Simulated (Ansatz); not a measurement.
# Rb under pressure: fit and missing row

Rb, Cmcm, a = 5.027 Å, b = 8.806 Å, c = 8.210 Å. This isn't the element's structure at ambient conditions. Ansatz: PBE, PAW, 420 eV, Γ-centred 10×10×6 mesh on 2 atoms, Gaussian smearing 0.10 eV; no spin polarisation. Cell and atoms are relaxed at each pressure, and no other structure is tried, so the rows at high pressure may lie past a change of phase.

```tsv
V (Å³/atom)	P (GPa)
15.184	?
17.928	50.00
24.220	25.01
35.996	12.01
53.290	3.99
71.854	1.05
90.850	0.02
```

Task: Take V0 = 90.850 Å³/atom, count pressures from its P0 = 0.02 GPa, fit the third-order Birch–Murnaghan form to the other rows, and predict the missing pressure.

Result: With the Eulerian strain f = ½[(V0/V)^(2/3) − 1] and y = (P − P0)/[3f(1 + 2f)^(5/2)], the form is the line y = B0 + 1.5 B0 (B0′ − 4) f. Rows (f, y): 0.97514, 1.14; 0.70708, 1.30; 0.42687, 2.00; 0.21355, 2.55; 0.08464, 2.74. Means f = 0.4815, y = 1.9460; Σ(Δf)² = 0.5268, ΣΔfΔy = -1.023; the slope is their ratio. y = 2.881 − 1.943 f GPa, so B0 = 2.9 GPa and B0′ = 4 + 2 × (-1.943)/(3 × 2.881) = 3.55. At V = 15.184, f = 1.14789, y = 0.651 and P = 44.20 GPa. The run gave 90.00 GPa, so the fit is 45.80 GPa too low, 51 % of the span of the series, against an rms of 3.54 GPa on the fitted rows. The row lies outside the fitted range. A fourth-order term fitted to the same rows gives P = 65.63 GPa at this row's volume (the line 44.20, the run 90.00), which recovers part of the miss. Also, this row ran on the mesh 18×18×10, its neighbour on 16×16×8, which can shift it a little. The nearest row lies 21 % from V0, so B0 and B0′ are extrapolations to f = 0.

The mesh isn't the same in all rows (10×10×6, 12×12×6, 14×14×8, 16×16×8, 18×18×10).